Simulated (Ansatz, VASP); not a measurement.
## In: VASP beside Ansatz

Contents of POSCAR:

```
In
1.0
    3.3354847820      0.0000000000      0.0000000000
   -1.6677423910      2.8886145552      0.0000000000
    0.0000000000      0.0000000000      5.5091429200
In
2
Direct
    0.6666666667      0.3333333333      0.7500000000
    0.3333333333      0.6666666667      0.2500000000
```

The input INCAR.step1:

```
SYSTEM = In
ALGO = Normal
EDIFF = 1E-4
ENCUT = 520
GGA = PE
ISMEAR = -1
LASPH = .True.
LCHARG = .False.
LREAL = .False.
LWAVE = .True.
NBANDS = 20
NELM = 80
PREC = Accurate
SIGMA = 0.05
```

The input INCAR.step2:

```
SYSTEM = In
ALGO = Normal
EDIFF = 1E-7
ENCUT = 520
ISIF = 2
ISMEAR = -1
ISTART = 1
LASPH = .True.
LCHARG = .False.
LMIXTAU = .True.
LREAL = .False.
LWAVE = .False.
METAGGA = R2SCAN
NBANDS = 20
NELM = 80
PREC = Accurate
SIGMA = 0.05
```

The input KPOINTS:

```
k-points
0
Gamma
  9 9 5
  0 0 0
```

input.yaml

```yaml
crystal:
  lattice:
    - [3.335484782, 0.0, 0.0]
    - [-1.667742391, 2.8886145552, 0.0]
    - [0.0, 0.0, 5.50914292]
  atoms:
    - { symbol: In, position: [0.6666666667, 0.3333333333, 0.75] }
    - { symbol: In, position: [0.3333333333, 0.6666666667, 0.25] }
hamiltonian:
  xc: r2scan
  pseudopotentials: { kind: paw }
kpoints:
  mp_grid: { grid: [9, 9, 5] }
scf:
  occupations: { method: fermi_dirac, width: 0.05 }
output:
  forces: true
  stress: true
  eigenvalues: true
  write_density: true
  write_potential: true
  elf: true
  volumetric_format: npy
```

This isn't the form of In at room conditions, which is tetragonal.

Alike in both runs: task single point; functional r2SCAN; k mesh 9 × 9 × 5; occupations fermi-dirac, width 0.05 eV; no spin polarisation.

|  | VASP | Ansatz |
| --- | --- | --- |
| version | VASP 6.6.1 | Ansatz 0.2.0 |
| potentials or method | VASP PAW PBE potentials, release 64 (In_d) | Ansatz PAW |
| plane-wave cutoff (eV) | 520 | 500 |
| valence electrons in the cell | 26 | 26 |

```csv
,VASP,Ansatz,Ansatz less VASP
gap on the k mesh at the Fermi level (eV),none,none,-
pressure (GPa),-0.2,-0.3,-0.02
largest component of the traceless stress (GPa),0.36,0.37,+0.007
```

A gap of «none» marks a metal or a gap that the smearing closes.

Caveats: the PAW data sets were made with another functional, which shifts forces and pressure a little (VASP); the PAW data sets come from PBE, with cores solved anew for the run's functional, which leaves a small shift of forces and pressure (Ansatz).
